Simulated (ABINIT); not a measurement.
The system is Hf.

```
Hf
1.0
     3.19670    0.00000    0.00000
    -1.59835    2.76842    0.00000
     0.00000    0.00000    5.05780
Hf
2
Cartesian
  1.5984 0.9228 3.7934
  0.0000 1.8456 1.2645
```

Base run:

```yaml
Program: ABINIT 10.8.3 (patched build)
Functional: PBE
Potentials_or_basis: JTH PAW PBE v2.0
Cutoff: 626 eV
k_mesh: 10 × 10 × 5
Occupations: fermi-dirac, width 0.05 eV
Spin: no spin polarisation
```

Its results: band gap on the k mesh none (metal or under the smearing width); pressure 0.2 GPa.

Problem. After a change of settings the same cell gave: band gap on the k mesh none (metal or under the smearing width); pressure -4.6 GPa. Which change was it?
A. functional from PBE to revPBE
B. functional from PBE to RPBE
C. functional from PBE to LDA
D. functional from PBE to SCAN

Solution. D.

Caveats: spin-orbit coupling is left out, which moves the levels of the heavy elements; the PAW data sets were made with another functional, which shifts forces and pressure a little (some runs).
